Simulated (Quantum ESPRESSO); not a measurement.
## BAs: changing the choice of potentials or basis

The cell as given:

```
As B
1.0
     0.00000    2.38850    2.38850
     2.38850    0.00000    2.38850
     2.38850    2.38850    0.00000
As B
1 1
Direct
  0.75000 0.75000 0.75000
  0.00000 0.00000 0.00000
```

Kept alike: task relaxation of cell and atoms; functional LDA; k mesh 10 × 10 × 10; occupations fermi-dirac, width 0.05 eV; no spin polarisation. Program: Quantum ESPRESSO. Cutoffs run from 612 to 1361 eV. The mesh is that of the run's cell of 2 atoms. No spin-orbit coupling.

```csv
choice of potentials or basis,band gap (eV)
GBRV 1.5 LDA,1.103
PseudoDojo 0.4.1 SR LDA standard,1.115
PseudoDojo 0.4.1 SR LDA stringent,1.111
```

Spin-orbit coupling, left out here, moves the band edges of heavy atoms and can close or invert small gaps. Gaps hold for each row's own relaxed cell. The relaxations keep at least the cell's symmetry (F-43m). Runs of this series that gave no sound value for these columns are left out. A gap read on the mesh alone can miss an edge between its points.

Problem. What does the choice of potentials or basis change here?

Solution. The band gap runs from 1.103 (GBRV 1.5 LDA) to 1.115 eV (PseudoDojo 0.4.1 SR LDA standard). Measured: 2.02 eV at 300 K (arxiv:1911.04914). Semilocal gaps run low as a rule. The gap moves here only through the cell or the potentials.
